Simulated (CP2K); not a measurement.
# Hf (P-1) in CP2K: further runs

One crystal, Hf, is run at these levels: PBE; tasks: single point.

All numbers are computed with CP2K 2026.2; they aren't measurements. Logs are shortened: lines on timing, memory, paths and dates and some standing lists are left out, and cuts for length are marked.

### 1 The cell of the first run

The typed cell holds 1 atom: a = 2.911 Å, b = 2.915 Å, c = 2.916 Å, α = 90.32°, β = 90.80°, γ = 89.85°.

The cell was built by a generator and needn't be a form met in nature.

### 2 Single point, PBE (cell strained at random at fixed volume)

hf_scf.inp reads:

```
&GLOBAL
  PROJECT hf_scf
  RUN_TYPE ENERGY_FORCE
  PRINT_LEVEL LOW
&END GLOBAL
&FORCE_EVAL
  METHOD QS
  STRESS_TENSOR ANALYTICAL
  &DFT
    BASIS_SET_FILE_NAME BASIS_MOLOPT_UZH
    POTENTIAL_FILE_NAME POTENTIAL_UZH
    &MGRID
      CUTOFF 450
      REL_CUTOFF 60
      NGRIDS 4
    &END MGRID
    &QS
      METHOD GPW
      EPS_DEFAULT 1.0E-9
    &END QS
    &KPOINTS
      SCHEME MONKHORST-PACK 9 9 9
      GAMMA_CENTERED T
      SYMMETRY T
      SYMMETRY_BACKEND SPGLIB
    &END KPOINTS
    &SCF
      SCF_GUESS ATOMIC
      EPS_SCF 1.0E-6
      MAX_SCF 100
      ADDED_MOS 11
      CHOLESKY OFF
      EPS_EIGVAL 1.0E-7
      &DIAGONALIZATION ON
        ALGORITHM STANDARD
      &END DIAGONALIZATION
      &MIXING ON
        METHOD BROYDEN_MIXING
        ALPHA 0.4
        BETA 1.5
        NBUFFER 8
      &END MIXING
      &SMEAR ON
        METHOD FERMI_DIRAC
        ELECTRONIC_TEMPERATURE [K] 580.226
      &END SMEAR
    &END SCF
    &XC
      &XC_FUNCTIONAL PBE
      &END XC_FUNCTIONAL
    &END XC
    &PRINT
      &KPOINTS ON
      &END KPOINTS
      &MULLIKEN ON
      &END MULLIKEN
      &MO ON
        ENERGIES T
        OCCUPATION_NUMBERS T
        &EACH
          QS_SCF 0
        &END EACH
        ADD_LAST NUMERIC
      &END MO
    &END PRINT
  &END DFT
  &SUBSYS
    &CELL
      ABC 2.9107447951 2.9148187093 2.9162097538
      ALPHA_BETA_GAMMA 90.3209856965 90.8025706057 89.8546940804
      PERIODIC XYZ
    &END CELL
    &COORD
      SCALED
      Hf  0.4845220000 0.5023770000 0.4575850000
    &END COORD
    &KIND Hf
      BASIS_SET TZVP-MOLOPT-PBE-GTH-q12
      POTENTIAL GTH-PBE-q12
    &END KIND
    &PRINT
      &ATOMIC_COORDINATES ON
      &END ATOMIC_COORDINATES
      &CELL ON
      &END CELL
    &END PRINT
  &END SUBSYS
  &PRINT
    &FORCES ON
    &END FORCES
    &STRESS_TENSOR ON
    &END STRESS_TENSOR
  &END PRINT
&END FORCE_EVAL
```

Potentials or basis: POTENTIAL_UZH Hf GTH-PBE-q12; TZVP-MOLOPT-PBE-GTH basis.

Run with:

```
$ OMP_NUM_THREADS=1 cp2k.psmp -i hf_scf.inp -o hf_scf.out
```

hf_scf.out:

```text

 CP2K| version string:                                       CP2K version 2026.2
 CP2K| Input file name                                                hf_scf.inp

 GLOBAL| Force Environment number                                              1
 GLOBAL| Basis set file name                                    BASIS_MOLOPT_UZH
 GLOBAL| Potential file name                                       POTENTIAL_UZH
 GLOBAL| MM Potential file name                                     MM_POTENTIAL
 GLOBAL| Coordinate file name                                      __STD_INPUT__
 GLOBAL| Method name                                                        CP2K
 GLOBAL| Project name                                                     hf_scf
 GLOBAL| Run type                                                   ENERGY_FORCE
 GLOBAL| FFT library                                                       FFTW3
 GLOBAL| Diagonalization library                                       ScaLAPACK
 GLOBAL| Cholesky decomposition library                                ScaLAPACK
 GLOBAL| DGEMM library                                                      BLAS
 GLOBAL| Direct generalized diagonalization requested                          F
 GLOBAL| Matrix multiplication library                                 ScaLAPACK
 GLOBAL| Global print level                                                  LOW
 GLOBAL| Total number of message passing processes                             1
 GLOBAL| Number of threads for this process                                    1
 GLOBAL| CPU model name                                                  UNKNOWN

 CELL| Volume [angstrom^3]:                                            24.739089
 CELL| Vector a [angstrom]:       2.911     0.000     0.000   |a| =     2.910745
 CELL| Vector b [angstrom]:       0.007     2.915     0.000   |b| =     2.914819
 CELL| Vector c [angstrom]:      -0.041    -0.016     2.916   |c| =     2.916210
 CELL| Angle (b,c), alpha [degree]:                                    90.320986
 CELL| Angle (a,c), beta  [degree]:                                    90.802571
 CELL| Angle (a,b), gamma [degree]:                                    89.854694
 CELL| Numerically orthorhombic:                                              NO
 CELL| Periodicity                                                           XYZ

 CELL_REF| Volume [angstrom^3]:                                        24.739089
 CELL_REF| Vector a [angstrom     2.911     0.000     0.000   |a| =     2.910745
 CELL_REF| Vector b [angstrom     0.007     2.915     0.000   |b| =     2.914819
 CELL_REF| Vector c [angstrom    -0.041    -0.016     2.916   |c| =     2.916210
 CELL_REF| Angle (b,c), alpha [degree]:                                90.320986
 CELL_REF| Angle (a,c), beta  [degree]:                                90.802571
 CELL_REF| Angle (a,b), gamma [degree]:                                89.854694
 CELL_REF| Numerically orthorhombic:                                          NO
 CELL_REF| Periodicity                                                       XYZ
[... 9 lines left out ...]
 TOTAL NUMBERS AND MAXIMUM NUMBERS

  Total number of            - Atomic kinds:                                   1
                             - Atoms:                                          1
                             - Shell sets:                                     1
                             - Shells:                                        11
                             - Primitive Cartesian functions:                  5
                             - Cartesian basis functions:                     41
                             - Spherical basis functions:                     35

  Maximum angular momentum of- Orbital basis functions:                        3
                             - Local part of the GTH pseudopotential:          2
                             - Non-local part of the GTH pseudopotential:      4

 MODULE QUICKSTEP: ATOMIC COORDINATES IN ANGSTROM

   Atom Kind Element         X             Y             Z       Z(eff)     Mass
      1    1 Hf   72      1.395342      1.456905      1.334262  12.0000 178.4900

 SCF PARAMETERS         Density guess:                                    ATOMIC
                        --------------------------------------------------------
                        max_scf:                                             100
[... 7 lines left out ...]
                        --------------------------------------------------------
                        level_shift [a.u.]:                             0.000000
                        added MOs                                        11    0
                        --------------------------------------------------------
                        Mixing method:                            BROYDEN_MIXING
[... 11 lines left out ...]
 *******************************************************************************
 BRILLOUIN| K-point scheme                                        Monkhorst-Pack
 BRILLOUIN| K-Point grid                                             9    9    9
 BRILLOUIN| Gamma-centered k-point mesh                                     ON
 BRILLOUIN| K-point symmetry accuracy                               0.100000E-05
 BRILLOUIN| K-Point point group symmetrization                                ON
 BRILLOUIN| Symmetry backend                                             SPGLIB
 BRILLOUIN| Symmetry reduction method                                    SPGLIB
 BRILLOUIN| Wavefunction type                                            COMPLEX
 BRILLOUIN| List of Kpoints [2 Pi/Bohr]                                      365
 BRILLOUIN| Number           Weight            X              Y              Z
 BRILLOUIN|     1           0.00274       -0.44444       -0.44444       -0.44444
 BRILLOUIN|     2           0.00274       -0.44444       -0.44444       -0.33333
 BRILLOUIN|     3           0.00274       -0.44444       -0.44444       -0.22222
 BRILLOUIN|     4           0.00274       -0.44444       -0.44444       -0.11111
 BRILLOUIN|     5           0.00274       -0.44444       -0.44444        0.00000
 BRILLOUIN|     6           0.00274       -0.44444       -0.44444        0.11111
[... 32 lines left out ...]
 BRILLOUIN|    39           0.00274       -0.44444        0.00000       -0.22222
 BRILLOUIN|    40           0.00274       -0.44444        0.00000       -0.11111
 [... further k-points ...]
 *******************************************************************************

 Extrapolation method: initial_guess

 Number of electrons:                                                         12
 Number of occupied orbitals:                                                  6
 Number of molecular orbitals:                                                17

 Number of orbital functions:                                                 35
 Number of independent orbital functions:                                     35

 SCF WAVEFUNCTION OPTIMIZATION

  Step     Update method      Time    Convergence         Total energy    Change
  ------------------------------------------------------------------------------
     1 NoMix/Diag. 0.40E+00    5.4     1.35211143       -49.5630892346 -4.96E+01
     2 Broy./Diag. 0.40E+00    4.4     0.04452234       -49.4893944576  7.37E-02
     3 Broy./Diag. 0.40E+00    4.4     0.13324343       -49.3419434518  1.47E-01
     4 Broy./Diag. 0.40E+00    4.4     0.00432101       -49.2482118360  9.37E-02
     5 Broy./Diag. 0.40E+00    4.4     0.00518918       -49.2508705379 -2.66E-03
     6 Broy./Diag. 0.40E+00    4.4     0.00024209       -49.2498409735  1.03E-03
     7 Broy./Diag. 0.40E+00    4.4     0.00022899       -49.2501104314 -2.69E-04
     8 Broy./Diag. 0.40E+00    4.4     0.00008779       -49.2499060653  2.04E-04
     9 Broy./Diag. 0.40E+00    4.4     0.00000816       -49.2498691857  3.69E-05
    10 Broy./Diag. 0.40E+00    4.3     0.00000304       -49.2498627778  6.41E-06
    11 Broy./Diag. 0.40E+00    4.4     0.00000022       -49.2498631928 -4.15E-07

  *** SCF run converged in    11 steps ***

  Electronic density on regular grids:        -11.9999999954        0.0000000046
  Core density on regular grids:               11.9999999855       -0.0000000145
  Total charge density on r-space grids:       -0.0000000099
  Total charge density g-space grids:          -0.0000000099

  Overlap energy of the core charge distribution:               0.00000000030770
  Self energy of the core charge distribution:                -72.40344086299169
  Core Hamiltonian energy:                                     15.31122622577558
  Hartree energy:                                              13.89700841447958
  Exchange-correlation energy:                                 -6.05417028093631
  Electronic entropic energy:                                  -0.00048668934779
  Fermi energy:                                                 0.32066173721372

  Total energy:                                               -49.24986319279157
  Total energy (extrapolated to T->0):                        -49.24961984811767

 MO| EIGENVALUES AND OCCUPATION NUMBERS FOR K POINT 1
 MO|
 MO|  Index      Eigenvalue [a.u.]        Eigenvalue [eV]             Occupation
 MO|      1              -1.908120             -51.922594               2.000000
 MO|      2              -0.803294             -21.858743               2.000000
 MO|      3              -0.802910             -21.848300               2.000000
 MO|      4              -0.802753             -21.844019               2.000000
 MO|      5               0.276437               7.522231               2.000000
 MO|      6               0.280888               7.643338               2.000000
[... 9 lines left out ...]
 MO|     16               1.044561              28.423939               0.000000
 MO|     17               1.114485              30.326687               0.000000
 MO| Sum:                                                              14.000000
 MO| E(Fermi):            0.320662 a.u.          8.725650 eV

 MO| EIGENVALUES AND OCCUPATION NUMBERS FOR K POINT 2
 MO|
 MO|  Index      Eigenvalue [a.u.]        Eigenvalue [eV]             Occupation
 MO|      1              -1.908691             -51.938114               2.000000
 MO|      2              -0.804102             -21.880732               2.000000
 MO|      3              -0.803831             -21.873359               2.000000
 MO|      4              -0.796486             -21.673479               2.000000
 MO|      5               0.262261               7.136476               2.000000
 MO|      6               0.301178               8.195483               1.999950
[... 267 lines left out ...]
 MO| EIGENVALUES AND OCCUPATION NUMBERS FOR K POINT 14
 MO|
 MO|  Index      Eigenvalue [a.u.]        Eigenvalue [eV]             Occupation
 MO|      1              -1.910766             -51.994578               2.000000
 MO|      2              -0.808087             -21.989158               2.000000
 MO|      3              -0.800235             -21.775511               2.000000
 MO|      4              -0.774006             -21.061766               2.000000
 MO|      5               0.238570               6.491809               2.000000
 MO|      6               0.282695               7.692512               2.000000
[... 9 lines left out ...]
 MO|     16               1.194577              32.506092               0.000000
 MO|     17               1.277897              34.773344               0.000000
 MO| Sum:                                                              12.000000
 MO| E(Fermi):            0.320662 a.u.          8.725650 eV

 [... the levels of further k-points ...]

 !-----------------------------------------------------------------------------!
                     Mulliken Population Analysis

 #  Atom  Element  Kind  Atomic population                           Net charge
       1     Hf       1         12.000000                              0.000000
 # Total charge                             12.000000                  0.000000

 !-----------------------------------------------------------------------------!

 ENERGY| Total FORCE_EVAL ( QS ) energy [hartree]            -49.249863776092958

 FORCES| Atomic forces [hartree/bohr]
 FORCES|   Atom     x               y               z               |f|
 FORCES|      1 -2.82331448E-05 -9.27941576E-05  4.47960076E-05   1.06838890E-04
 FORCES| Sum    -2.82331448E-05 -9.27941576E-05  4.47960076E-05
 FORCES| Total atomic force                                       1.06838890E-04

 STRESS| Analytical stress tensor [bar]
 STRESS|                        x                   y                   z
 STRESS|      x        5.17931745461E+03   1.35990899868E+03  -5.36980704904E+03
 STRESS|      y        1.35990899868E+03   3.72792126538E+03  -2.47096027197E+03
 STRESS|      z       -5.36980704904E+03  -2.47096027197E+03   2.94807455518E+03
 STRESS| 1/3 Trace                                             3.95177109172E+03
 STRESS| Determinant                                          -5.15592641515E+10

 STRESS| Eigenvectors and eigenvalues of the analytical stress tensor [bar]
 STRESS|                        1                   2                   3
 STRESS| Eigenvalues  -1.65548842838E+03   2.94869647955E+03   1.05621052240E+04
 STRESS|      x           0.576218119938     -0.417365979615      0.702693615535
 STRESS|      y           0.216211226151      0.906991414032      0.361412894842
 STRESS|      z           0.788178522887      0.056322410564     -0.612864097600
```

It took 56 s on 1 thread of Arm Neoverse V2, shared host; peak memory 0.26 GiB.

Results:

* Free energy: -1340.1569 eV
* Pressure: 0.4 GPa
* Band gap on the k mesh: none (metal or under the smearing width)

Stress tensor (GPa, compression positive):
```
 0.52  0.14 -0.54
 0.14  0.37 -0.25
-0.54 -0.25  0.29
```

Levels at points of the mesh, in eV from the Fermi level:
```tsv
k point	band 4	band 5	band 6	band 7	band 8	band 9
(0.00, 0.00, 0.00)	-29.91	-6.37	-1.33	-1.33	6.60	6.62
```

Caveat: the basis of atomic orbitals isn't converged, which shifts pressures, moduli and gaps. The run has no spin-orbit coupling, so splittings on Hf are missing.

### 3 Single point, PBE (cell strained at random at fixed volume)

Changes to hf_scf.inp since step 2:

```diff
@@ -12,3 +12,3 @@
     &MGRID
-      CUTOFF 450
+      CUTOFF 500
       REL_CUTOFF 60
@@ -17,3 +17,3 @@
     &QS
-      METHOD GPW
+      METHOD GAPW
       EPS_DEFAULT 1.0E-9
@@ -79,2 +79,4 @@
       POTENTIAL GTH-PBE-q12
+      LEBEDEV_GRID 110
+      RADIAL_GRID 80
     &END KIND
```

Potentials or basis: POTENTIAL_UZH Hf GTH-PBE-q12; TZVP-MOLOPT-PBE-GTH basis.

Run with:

```
$ OMP_NUM_THREADS=1 cp2k.psmp -i hf_scf.inp -o hf_scf.out
```

Wall time 55 s (1 thread of Arm Neoverse V2, shared host); peak memory 0.27 GiB.

It converged, with:

```
Free energy            : -1340.1569 eV
Pressure               : 0.4 GPa
Band gap on the k mesh : none (metal or under the smearing width)
```

Stress tensor (GPa, compression positive):
```
 0.52  0.14 -0.54
 0.14  0.37 -0.25
-0.54 -0.25  0.29
```

Levels at points of the mesh, in eV from the Fermi level:
| k point | band 3 | band 4 | band 5 | band 6 | band 7 | band 8 | band 9 | band 10 |
| --- | --- | --- | --- | --- | --- | --- | --- | --- |
| (0.00, 0.00, 0.00) | -29.92 | -29.91 | -6.37 | -1.33 | -1.33 | 6.60 | 6.62 | 6.64 |

Caveat: the basis of atomic orbitals isn't converged, which shifts pressures, moduli and gaps. Spin-orbit coupling is left out, which matters for the levels of Hf.

(Continued in part 2 of 2.)
